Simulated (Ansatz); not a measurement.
Runs of Ansatz 0.2.0 on Mg. It takes space group Fm-3m (No. 225, cubic). The conventional cell has a = 4.489 Å, b = 4.489 Å, c = 4.489 Å, α = 90.00°, β = 90.00°, γ = 90.00°. Mg (site symmetry m-3m) has 12 Mg at 3.17 Å as nearest neighbours. This isn't the form of Mg at room conditions, which is hcp.

```tsv
task	level	potentials or basis	spin	fixed moment (μB)	cell	k mesh	cutoff (eV)	smearing	other functionals evaluated on the density	scf mixing algorithm	scf mixing beta	magnetic field	basis error allowed	other keys	gap on the mesh (eV)	pressure (GPa)	moment (μB)
relaxation of cell and atoms	revPBE+D4	all-electron LAPW, scalar-relativistic	non-collinear, program default start	-	relaxed from: volume scaled by 1.08	8 × 8 × 8	-	fermi-dirac 0.05 eV	-	-	-	-	0.001 eV/atom	-	-	0.0	0.00
single point	BLYP+D3(BJ)	all-electron LAPW, scalar-relativistic	off	-	as given	10 × 10 × 10	107	fermi-dirac 0.15 eV	RPBE, revPBE, PBE	-	-	-	0.001 eV/atom	-	none	-2.9	-
single point	r2SCAN	all-electron PAW datasets made for the crystal	collinear, ferromagnetic start	-	as given	10 × 10 × 10	180	cold 0.1 eV	-	anderson	0.2	-	-	scf.mixing.algorithm = anderson; scf.mixing.beta = 0.2	none	(a)	0.00
magnetic field	PBE-LYP	all-electron LAPW, non-relativistic	collinear, ferromagnetic start	-	cell strained at random at fixed volume	10 × 10 × 10	126	gaussian 0.15 eV	-	-	-	100 T	0.0005 eV/atom	-	none	1.3	0.00
band structure	rPW86-PBE+D4	all-electron PAW datasets made for the crystal	collinear, ferromagnetic start	-	as given	10 × 10 × 10	180	fermi-dirac 0.15 eV	-	-	-	-	-	-	-	0.0	0.00
```

**Question.** Fill in the values left out.

**Answer.** (a) 0.2.

Caveats: the starting moments weren't kept (some runs); pairwise dispersion overbinds metals, which lowers pressure and volume (some runs).

A gap of «none» marks a metal or a gap under the smearing width.

Runs at the PBE level aren't shown here.
